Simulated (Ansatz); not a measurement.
Geometry optimisation in Ansatz: input, command and trajectory.

```yaml
crystal:
  lattice:
    - [1.7513336916, 1.0111329783, 8.36074154]
    - [-1.7513336916, 1.0111329783, 8.36074154]
    - [0.0, -2.0222659566, 8.36074154]
  atoms:
    - { symbol: "Y", position: [0.0, 0.0, 0.0] }
    - { symbol: "Y", position: [0.2219812117, 0.2219812117, 0.2219812117] }
    - { symbol: "Y", position: [0.7780187883, 0.7780187883, 0.7780187883] }
basis:
  ecutwfc: 420
kpoints:
  mp_grid: { grid: [15, 15, 15] }
hamiltonian:
  xc: pbe
scf:
  occupations: { method: gaussian, width: 0.1 }
output:
  forces: true
  stress: true
  eigenvalues: true
  write_density: true
  write_potential: true
  elf: true
  volumetric_format: npy
relax:
  adjacent_minimum: "off"
  f_tol: 0.01
  max_steps: 30
  cell: { stress_tol: 0.1, fix: [volume] }
```

```bash
ansatz run input.yaml --threads 1 --pin off --max-ram 2560MiB --backend cpu --events-out ev --progress --plain --runs-dir out
```

These are results of DFT PBE, scalar-relativistic, plane waves, PAW in Ansatz, not measurements.

The volume is held at 0.91 times that of the relaxed cell.

Of 4 frames 3 are shown, positions in Å and forces in eV/Å; the SCF threshold varies from step to step. Steps run on the plane waves of an earlier cell, with a Pulay correction in the pressure. The basis is chosen afresh for the last frame, the zero of the energies, and at times for earlier ones too; energy and pressure step there, also at an unchanged geometry.

```xyz
3
Lattice="1.7513 1.0111 8.3607 -1.7513 1.0111 8.3607 0.0000 -2.0223 8.3607" Properties=species:S:1:pos:R:3:forces:R:3 pbc="T T T" step=1 free_energy_over_end_meV_per_atom=0.03 pressure_GPa=4.36
Y     0.0000    0.0000    0.0000    0.0000    0.0000    0.0000
Y     0.0000    0.0000    5.5678    0.0000    0.0000    0.0176
Y     0.0000    0.0000   19.5144    0.0000    0.0000   -0.0176
3
Lattice="1.7503 1.0105 8.3705 -1.7503 1.0105 8.3705 0.0000 -2.0211 8.3705" Properties=species:S:1:pos:R:3:forces:R:3 pbc="T T T" step=2 free_energy_over_end_meV_per_atom=0.01 pressure_GPa=4.35
Y     0.0000    0.0000    0.0000    0.0000    0.0000    0.0000
Y     0.0000    0.0000    5.5786    0.0000    0.0000   -0.0127
Y     0.0000    0.0000   19.5329    0.0000    0.0000    0.0127
3
Lattice="1.7503 1.0105 8.3709 -1.7503 1.0105 8.3709 0.0000 -2.0210 8.3709" Properties=species:S:1:pos:R:3:forces:R:3 pbc="T T T" step=4 free_energy_over_end_meV_per_atom=0.00 pressure_GPa=4.35
Y     0.0000    0.0000    0.0000    0.0000    0.0000    0.0000
Y     0.0000    0.0000    5.5772    0.0000    0.0000   -0.0007
Y     0.0000    0.0000   19.5355    0.0000    0.0000    0.0007
```

Time: 2.1 min on 1 thread of Intel(R) Xeon(R) Platinum 8259CL CPU @ 2.50GHz (Skylake/Cascade Lake), on a shared host, peak memory 0.82 GiB.